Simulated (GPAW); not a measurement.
SiC:

```
CELL_PARAMETERS angstrom
3.07569 0.00000 0.00000
-1.53785 2.66363 0.00000
0.00000 0.00000 10.07065
ATOMIC_POSITIONS crystal
Si 0.00000 0.00000 0.18789
Si 0.00000 0.00000 0.68789
Si 0.33333 0.66667 0.43784
Si 0.66667 0.33333 0.93784
C 0.00000 0.00000 0.00046
C 0.00000 0.00000 0.50046
C 0.33333 0.66667 0.24980
C 0.66667 0.33333 0.74980
```

The cell is a database's computed one.

Program: GPAW 26.7.0. Alike in all runs: potentials or basis GPAW PAW data sets (gpaw-data 1.2.1), pw; no spin polarisation; cell as given; cutoff (eV) 800; smearing fermi-dirac 0.05 eV.

Question: Order these runs on this cell by their band gap on the k mesh, lowest first.
A. level revTPSS; k mesh 6 × 6 × 2; band path GMKGALHA,LM,KH; band points 100; eigensolver davidson
B. level TPSS; k mesh 7 × 7 × 2; eigensolver davidson; k mesh for the Wannier functions 4 × 4 × 2; wannier start scdm
C. level rSCAN; k mesh 6 × 6 × 2; band path GMKGALHA,LM,KH; band points 60

Answer: A (2.10 eV), B (2.40 eV), C (2.62 eV).

Caveats: an odd mesh through Γ misses points on the zone boundary, where band edges often lie (some runs).

Not every run made on this cell is shown here.
